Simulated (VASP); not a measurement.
# ZrO₂: atomisation energy, by ENCUT and potentials

ZrO₂, molecule in box, 3 atoms in the cell.

| ENCUT (eV) | Potentials | Atomisation energy (eV) | Shortest bond (Å) | Time (s) |
|---|---|---|---|---|
| 430 | O_s, Zr_sv | 18.03 | 1.773 | 219 |
| 625 | O_GW, Zr_sv_GW | 18.25 | 1.759 | 436 |
| 1150 | O_h, Zr_sv | 18.19 | 1.761 | 621 |

## Input of the first row

INCAR.step1:
```
SYSTEM = ZrO2
ALGO = All ; EDIFF = 1E-6
ENCUT = 430 ; GGA = CA
ISEARCH = 1 ; ISMEAR = 0
ISPIN = 2 ; ISYM = 0
LASPH = .True. ; LCHARG = .False.
LMAXMIX = 4 ; LREAL = .False.
LWAVE = .False. ; MAGMOM = 2
NBANDS = 9 ; NELM = 300
PREC = Accurate ; SIGMA = 0.002
```

INCAR.step2, as INCAR.step1 but for:
```
- NBANDS = 9
+ NBANDS = 12
```

INCAR.step3:
```
SYSTEM = ZrO2
ALGO = Normal ; EDIFF = 1E-6
EDIFFG = -0.01 ; ENCUT = 430
GGA = CA ; IBRION = 2
ISMEAR = 0 ; ISYM = 0
LASPH = .True. ; LCHARG = .False.
LREAL = .False. ; LWAVE = .False.
NELM = 120 ; NSW = 40
PREC = Accurate ; SIGMA = 0.01
```

KPOINTS:
```
Automatic mesh
0
Gamma
  1 1 1
  0 0 0
```

POSCAR.step1:
```
O
1.0
   12.0000000000      0.0000000000      0.0000000000
    0.0000000000     12.4000000000      0.0000000000
    0.0000000000      0.0000000000     12.8000000000
O
1
Direct
    0.5000000000      0.5000000000      0.5000000000
```

POSCAR.step2:
```
Zr
1.0
   12.0000000000      0.0000000000      0.0000000000
    0.0000000000     12.4000000000      0.0000000000
    0.0000000000      0.0000000000     12.8000000000
Zr
1
Direct
    0.5000000000      0.5000000000      0.5000000000
```

POSCAR.step3:
```
ZrO2
1.0
   12.0000000000      0.0000000000      0.0000000000
    0.0000000000     12.0000000000      0.0000000000
    0.0000000000      0.0000000000     12.0000000000
O Zr
2 1
Direct
    0.5682229685      0.5833336394      0.5464720250
    0.4317770315      0.4166663606      0.4535279750
    0.5447212234      0.4382737075      0.5451736092
```

Commands (each step's output is kept before the next begins):
```
cat potpaw_LDA.64/O_s/POTCAR > POTCAR
cp INCAR.step1 INCAR
cp POSCAR.step1 POSCAR
mpirun -np 4 vasp_gam > vasp.out
cat potpaw_LDA.64/Zr_sv/POTCAR > POTCAR
rm WAVECAR CHG
cp INCAR.step2 INCAR
cp POSCAR.step2 POSCAR
mpirun -np 4 vasp_gam > vasp.out
cat potpaw_LDA.64/O_s/POTCAR potpaw_LDA.64/Zr_sv/POTCAR > POTCAR
rm WAVECAR CHG
cp INCAR.step3 INCAR
cp POSCAR.step3 POSCAR
mpirun -np 4 vasp_gam > vasp.out
```

Changes of the last row against the first:
```
(all steps)
- ENCUT = 430
+ ENCUT = 1150
- cat potpaw_LDA.64/O_s/POTCAR > POTCAR
- cat potpaw_LDA.64/O_s/POTCAR potpaw_LDA.64/Zr_sv/POTCAR > POTCAR
+ cat potpaw_LDA.64/O_h/POTCAR > POTCAR
+ cat potpaw_LDA.64/O_h/POTCAR potpaw_LDA.64/Zr_sv/POTCAR > POTCAR
```

VASP 6.6.1 took 219 s on 4 cores (Intel Xeon Platinum 8175M @ 2.50GHz (Skylake/Cascade Lake)), a shared host.
